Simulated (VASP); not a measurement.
# ZnS (Wurtzite-2H) in VASP: notebook

Aim: see how the results for ZnS (Wurtzite-2H) move with the level of theory and the settings. Levels: PBEsol, HSE06+D3(BJ). Tasks: single point.

All numbers are computed with VASP 6.6.1; they aren't measurements. Logs are shortened: lines on timing, memory, paths and dates and some standing lists are left out, and cuts for length are marked.

**Measured values to compare with.**

A printed reference work, monograph reports, for a bulk crystal of ZnS at 4 K: band gap 3.911 eV (direct).

How close the calculation comes is told below.

### Step 1. The cell of the first run

The typed cell holds 4 atoms: a = 3.811 Å, b = 3.811 Å, c = 6.234 Å, α = 90.00°, β = 90.00°, γ = 120.00°.

### Step 2. Single point, PBEsol

Contents of INCAR:

```
PREC = Accurate ; ENCUT = 520
EDIFF = 1E-7 ; ISMEAR = -1
SIGMA = 0.05 ; LREAL = False
LASPH = True ; NELM = 100
ALGO = Normal ; ISIF = 2
LWAVE = False ; LCHARG = False
GGA = PS ; NBANDS = 26
```

Contents of KPOINTS:

```
regular mesh
0
Gamma
  6 6 3
```

Contents of POSCAR:

```
ZnS
1.0
    3.8110000000      0.0000000000      0.0000000000
   -1.9055000000      3.3004228138      0.0000000000
    0.0000000000      0.0000000000      6.2340000000
Zn S
2 2
Direct
    0.6663970000      0.3315460000      0.5002410000
    0.3325680000      0.6880830000      0.0055960000
    0.6813350000      0.3426400000      0.8798910000
    0.3236270000      0.6665860000      0.3899440000
```

Potentials or basis: VASP PAW PBE potentials, release 64 (Zn, S).

Launch:

```bash
> cat potpaw_PBE.64/Zn/POTCAR potpaw_PBE.64/S/POTCAR > POTCAR
> mpirun -np 1 vasp_std > vasp.out
```

OUTCAR:

```text
PREC = Accurate
   ENCUT = 520
   EDIFF = 1E-7
   ISMEAR = -1
   LREAL = False
   LASPH = True
   NELM = 100
   ISIF = 2
   GGA = PS

 ion  position               nearest neighbor table
   1  0.666  0.332  0.500-   4 2.28   4 2.30   4 2.34   3 2.37
   2  0.333  0.688  0.006-   3 2.29   3 2.30   4 2.40   3 2.42
   3  0.681  0.343  0.880-   2 2.29   2 2.30   1 2.37   2 2.42
   4  0.324  0.667  0.390-   1 2.28   1 2.30   1 2.34   2 2.40

  LATTYP: Found a hexagonal cell.
 ALAT       =     3.8110000000
 C/A-ratio  =     1.6357911309

  Lattice vectors:

 A1 = (   3.8110000000,   0.0000000000,   0.0000000000)
 A2 = (  -1.9055000000,   3.3004228138,   0.0000000000)
 A3 = (   0.0000000000,   0.0000000000,   6.2340000000)

Analysis of symmetry for initial positions (statically):
=====================================================================
 Subroutine PRICEL returns:
 Original cell was already a primitive cell.

 Routine SETGRP: Setting up the symmetry group for a
 hexagonal supercell.

 Subroutine GETGRP returns: Found  1 space group operations
 (whereof  1 operations were pure point group operations)
 out of a pool of 24 trial point group operations.

The static configuration has the point symmetry C_1 .

Analysis of symmetry for dynamics (positions and initial velocities):
=====================================================================
 Subroutine PRICEL returns:
 Original cell was already a primitive cell.

 Routine SETGRP: Setting up the symmetry group for a
 hexagonal supercell.

 Subroutine GETGRP returns: Found  1 space group operations
 (whereof  1 operations were pure point group operations)
 out of a pool of 24 trial point group operations.

The dynamic configuration has the point symmetry C_1 .

 Subroutine INISYM returns: Found  1 space group operations
 (whereof  1 operations are pure point group operations),
 and found     1 'primitive' translations

----------------------------------------------------------------------------------------

                                     Primitive cell

  volume of cell :      78.4107

  direct lattice vectors                    reciprocal lattice vectors
     3.811000000  0.000000000  0.000000000     0.262398321  0.151495741  0.000000000
    -1.905500000  3.300422814  0.000000000     0.000000000  0.302991482  0.000000000
     0.000000000  0.000000000  6.234000000     0.000000000  0.000000000  0.160410651

  length of vectors
     3.811000000  3.811000000  6.234000000     0.302991482  0.302991482  0.160410651

  position of ions in fractional coordinates (direct lattice)
     0.666397000  0.331546000  0.500241000
     0.332568000  0.688083000  0.005596000
     0.681335000  0.342640000  0.879891000
     0.323627000  0.666586000  0.389944000

  ion indices of the primitive-cell ions
   primitive index   ion index
                 1           1
                 2           2
                 3           3
                 4           4

----------------------------------------------------------------------------------------

 KPOINTS: regular mesh

Automatic generation of k-mesh.
 Grid dimensions read from file:
 generate k-points for:    6    6    3

 Generating k-lattice:

  Cartesian coordinates                     Fractional coordinates (reciprocal lattice)
     0.043733053  0.025249290  0.000000000     0.166666667  0.000000000  0.000000000
     0.000000000  0.050498580  0.000000000     0.000000000  0.166666667  0.000000000
     0.000000000  0.000000000  0.053470217     0.000000000  0.000000000  0.333333333

  Length of vectors
     0.050498580  0.050498580  0.053470217

  Shift w.r.t. Gamma in fractional coordinates (k-lattice)
     0.000000000  0.000000000  0.000000000

 Subroutine IBZKPT returns following result:
 ===========================================

 Found     56 irreducible k-points:

 Following reciprocal coordinates:
            Coordinates               Weight
  0.000000  0.000000  0.000000      1.000000
  0.166667 -0.000000  0.000000      2.000000
  0.000000  0.166667  0.000000      2.000000
 -0.166667  0.166667  0.000000      2.000000
  0.333333  0.000000  0.000000      2.000000
  0.000000  0.333333  0.000000      2.000000
[... 16 lines left out ...]
  0.000000  0.166667  0.333333      2.000000
 -0.166667  0.166667  0.333333      2.000000
 [... further k-points ...]
   k-points           NKPTS =     56   k-points in BZ     NKDIM =     56   number of bands    NBANDS=     26
   number of dos      NEDOS =    301   number of ions     NIONS =      4
   total plane-waves  NPLWV =  37632
   dimension x,y,z NGX =    28 NGY =   28 NGZ =   48
   dimension x,y,z NGXF=    56 NGYF=   56 NGZF=   96
   ions per type =               2   2
   NGX,Y,Z   is equivalent  to a cutoff of  12.21, 12.21, 12.80 a.u.
   NGXF,Y,Z  is equivalent  to a cutoff of  24.43, 24.43, 25.60 a.u.
 SYSTEM =  unknown system
   PREC   = accura    normal or accurate (medium, high low for compatibility)
   ISTART =      0    job   : 0-new  1-cont  2-samecut
   ICHARG =      2    charge: 1-file 2-atom 10-const
   ISPIN  =      1    spin polarized calculation?
   LNONCOLLINEAR =      F non collinear calculations
   LSORBIT =      F    spin-orbit coupling
   LASPH  =      T    aspherical Exc in radial PAW
   ENCUT  =  520.0 eV  38.22 Ry    6.18 a.u.   7.09  7.09 11.59*2*pi/ulx,y,z
   NELM   =    100;   NELMIN=  2; NELMDL= -5     # of ELM steps
   EDIFF  = 0.1E-06   stopping-criterion for ELM
   LREAL  =      F    real-space projection
   EDIFFG = 0.1E-05   stopping-criterion for IOM
   NSW    =      0    number of steps for IOM
   IBRION =     -1    ionic relax: 0-MD 1-quasi-New 2-CG
   NFREE  =      0    steps in history (QN), initial steepest desc. (CG)
   ISIF   =      2    stress and relaxation
   ISYM   =      2    0-nonsym 1-usesym 2-fastsym
   POTIM  = 0.5000    time-step for ionic-motion
   TEBEG  =    0.0;   TEEND  =   0.0 temperature during run
   PSTRESS=    0.0 pullay stress
   NELECT =      36.0000    total number of electrons
   NUPDOWN=      -1.0000    fix difference up-down
   EMIN   =  10.00;   EMAX   =-10.00  energy-range for DOS
   EFERMI =   0.00;   METHOD = LEGACY
   ISMEAR =    -1;   SIGMA  =   0.05  broadening in eV -4-tet -1-fermi 0-gaus
   EFERMI_NEDOS =   21; number of points for ismear=-14 and -15
   IALGO  =     38    algorithm
   IMIX   =      4    mixing-type and parameters
     AMIX     =   0.40;   BMIX     =  1.00
     AMIX_MAG =   1.60;   BMIX_MAG =  1.00
  volume/ion in A,a.u.               =      19.60       132.29
  Fermi-wavevector in a.u.,A,eV,Ry     =   1.262943  2.386617 21.701647  1.595026
  Thomas-Fermi vector in A             =   2.396326
   LORBIT       =      0    0 simple, 1 ext, 2 COOP (PROOUT), +10 PAW based schemes
   GGA     = PS    functional components
   LHFCALC =     F    Hartree Fock is set to
   AEXX    =    0.0000 exact exchange contribution
   IVDW    =     0    specifies the selected vdW correction
   LEPSILON=     F    determine dielectric tensor
   LRPA    =     F    only Hartree local field effects (RPA)
 non-spin polarized calculation
  energy-cutoff  :      520.00
  volume of cell :       78.41
 maximum number of plane-waves:      2133
   NGX = 15   NGY = 15   NGZ = 23

 number of electron      35.9999991 magnetization

 Free energy of the ion-electron system (eV)
  ---------------------------------------------------
  ext. energy  EPLUGINS =         0.00000000
  ---------------------------------------------------
  free energy    TOTEN  =       -15.10568673 eV

  energy without entropy =      -15.10568673  energy(sigma->0) =      -15.10568673

 E-fermi :   3.1676     XC(G=0):  -9.8696

 val. band max:        2.1190763081   @ k =   0.0000   0.0000   0.0000
 cond. band min:       4.1768809979   @ k =   0.0000   0.0000   0.0000
 fundamental gap:      2.0578046898
 Fermi energy:         3.1676452333

 k-point     1 :       0.0000    0.0000    0.0000
  band No.  band energies     occupation
      1     -11.1483      2.00000
      2     -10.1828      2.00000
      3      -4.4027      2.00000
      4      -4.3584      2.00000
      5      -4.2934      2.00000
      6      -4.2457      2.00000
[... 18 lines left out ...]
     25       9.8607      0.00000
     26      11.2170      0.00000

 k-point     2 :       0.1667   -0.0000    0.0000
  band No.  band energies     occupation
      1     -10.9581      2.00000
      2     -10.0784      2.00000
      3      -4.4046      2.00000
      4      -4.3112      2.00000
      5      -4.2497      2.00000
      6      -4.2296      2.00000
[... 18 lines left out ...]
     25      10.2917      0.00000
     26      10.3829      0.00000

 k-point     3 :       0.0000    0.1667    0.0000
  band No.  band energies     occupation
      1     -10.9603      2.00000
      2     -10.0769      2.00000
      3      -4.4020      2.00000
      4      -4.3184      2.00000
      5      -4.2604      2.00000
      6      -4.2148      2.00000
[... 18 lines left out ...]
     25      10.1683      0.00000
     26      10.4873      0.00000

 k-point     4 :      -0.1667    0.1667    0.0000
  band No.  band energies     occupation
      1     -10.9650      2.00000
      2     -10.0795      2.00000
      3      -4.3694      2.00000
      4      -4.3551      2.00000
      5      -4.2679      2.00000
      6      -4.2065      2.00000
[... 18 lines left out ...]
     25      10.1866      0.00000
     26      10.6283      0.00000

 k-point     5 :       0.3333    0.0000    0.0000
  band No.  band energies     occupation
      1     -10.4975      2.00000
      2      -9.8929      2.00000
      3      -4.3698      2.00000
      4      -4.2295      2.00000
      5      -4.1804      2.00000
      6      -4.1213      2.00000
[... 18 lines left out ...]
     25      10.5431      0.00000
     26      11.7819      0.00000

 k-point     6 :       0.0000    0.3333    0.0000
  band No.  band energies     occupation
      1     -10.5094      2.00000
      2      -9.8833      2.00000
      3      -4.3688      2.00000
      4      -4.2435      2.00000
      5      -4.1987      2.00000
      6      -4.0946      2.00000
[... 427 lines left out ...]
 k-point    21 :       0.0000    0.0000    0.3333
  band No.  band energies     occupation
      1     -10.9483      2.00000
      2     -10.4452      2.00000
      3      -4.3989      2.00000
      4      -4.3601      2.00000
      5      -4.3078      2.00000
      6      -4.2627      2.00000
[... 18 lines left out ...]
     25       9.3006      0.00000
     26       9.8679      0.00000

 k-point    22 :       0.1667   -0.0000    0.3333
  band No.  band energies     occupation
      1     -10.7729      2.00000
      2     -10.3107      2.00000
      3      -4.4033      2.00000
      4      -4.3121      2.00000
      5      -4.2983      2.00000
      6      -4.2341      2.00000
[... 18 lines left out ...]
     25       9.8011      0.00000
     26      10.1255      0.00000

 k-point    23 :       0.0000    0.1667    0.3333
  band No.  band energies     occupation
      1     -10.7758      2.00000
      2     -10.3091      2.00000
      3      -4.3976      2.00000
      4      -4.3233      2.00000
      5      -4.3070      2.00000
      6      -4.2189      2.00000
[... 18 lines left out ...]
     25       9.8100      0.00000
     26      10.1446      0.00000

 k-point    24 :      -0.1667    0.1667    0.3333
  band No.  band energies     occupation
      1     -10.7797      2.00000
      2     -10.3127      2.00000
      3      -4.3801      2.00000
      4      -4.3473      2.00000
      5      -4.2807      2.00000
      6      -4.2253      2.00000
[... 18 lines left out ...]
     25      10.0228      0.00000
     26      10.1034      0.00000

 [... further k-points ...]
[... 5 lines left out ...]
  --------------------------------------------------------------------------------------
  -------------------------------------------------------------------------------------
  Total       -0.3542600     -0.0994944     -0.9626365      0.6611643     -0.0769174      0.0846690
  in kB       -7.2386464     -2.0329833    -19.6696922     13.5096671     -1.5716636      1.7300541
  external PRESSURE =      -9.6471073 kB  Pullay stress =       0.0000000 kB

 VOLUME and BASIS-vectors are now :
 -----------------------------------------------------------------------------
  energy-cutoff  :      520.00
  volume of cell :       78.41
      direct lattice vectors                 reciprocal lattice vectors
     3.811000000  0.000000000  0.000000000     0.262398321  0.151495741  0.000000000
    -1.905500000  3.300422814  0.000000000     0.000000000  0.302991482  0.000000000
     0.000000000  0.000000000  6.234000000     0.000000000  0.000000000  0.160410651

 POSITION                                       TOTAL-FORCE (eV/Angst)
 -----------------------------------------------------------------------------------
      1.90788      1.09424      3.11850        -0.239782      0.020079      0.327095
     -0.04373      2.27096      0.03489         0.396045     -0.189911      0.172458
      1.94367      1.13086      5.48524        -0.450893      0.144057      0.068179
     -0.03684      2.20002      2.43091         0.294630      0.025775     -0.567732
 -----------------------------------------------------------------------------------
    total drift:                                0.000178      0.000457     -0.000398

  FREE ENERGIE OF THE ION-ELECTRON SYSTEM (eV)
  ---------------------------------------------------
  free  energy   TOTEN  =       -15.1056867272 eV

  energy  without entropy=      -15.1056867271  energy(sigma->0) =      -15.10568673
```

It took 80 s on 1 thread of Intel Xeon Platinum 8259CL at 2.50GHz (Skylake/Cascade Lake), shared host; peak memory 0.24 GiB.

Results:

```
Free energy            : -15.1057 eV
Pressure               : -1.0 GPa
Largest force          : 0.640 eV/Å
Band gap on the k mesh : 2.06 eV, direct
```

Forces in eV/Å, atoms in the order of the input:
```
Zn  -0.240  0.020  0.327
Zn   0.396 -0.190  0.172
S   -0.451  0.144  0.068
S    0.295  0.026 -0.568
```

Caveat: the PAW data sets were made with another functional, which shifts forces and pressure a little. As with any semilocal functional, this PBEsol gap is likely too small.

(Continued in part 2 of 3.)
